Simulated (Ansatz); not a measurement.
FeSi2 (Linzhiite):

```xyz
3
Lattice="2.6840 0.0000 0.0000 0.0000 2.6840 0.0000 0.0000 0.0000 5.1280" Properties=species:S:1:pos:R:3 pbc="T T T"
Fe    0.0000    0.0000    0.0000
Si    1.3420    1.3420    3.7434
Si    1.3420    1.3420    1.3846
```

Base run:

```yaml
Program: Ansatz 0.2.0
Functional: PBEsol
Potentials_or_basis: Ansatz PAW
Cutoff: 420 eV
Density_cutoff: 1680 eV
k_mesh: 10 × 10 × 5
Occupations: fermi-dirac, width 0.05 eV
Spin: collinear spin, ferromagnetic start
Starting_moments: "[3.0, 0.0, 0.0] μB"
Hubbard_terms: Fe d U = 6 eV
```

Its results: band gap on the k mesh none (metal or under the smearing width); pressure 17.5 GPa; net moment 1.89 μB per cell; site moments Fe +2.03; Si -0.06 μB; largest force 1.435 eV/Å.

Task: The run is repeated on the same cell with these changes: hubbard terms from Fe d U = 6 eV to Fe d U = 8 eV. What comes out?

Result: Band gap on the k mesh none (metal or under the smearing width); pressure 26.3 GPa; net moment 2.14 μB per cell; site moments Fe +2.27; Si -0.06 μB; largest force 2.053 eV/Å.

Caveats: the magnetic or orbital state may not be the lowest; the PAW data sets come from PBE, with cores solved anew for the run's functional, which leaves a small shift of forces and pressure; the U is typed as a test and isn't derived for this compound; forces of over 1 eV/Å show positions far from the minimum, so gaps and moduli don't describe the material at rest.

Not every run made on this cell is shown here.
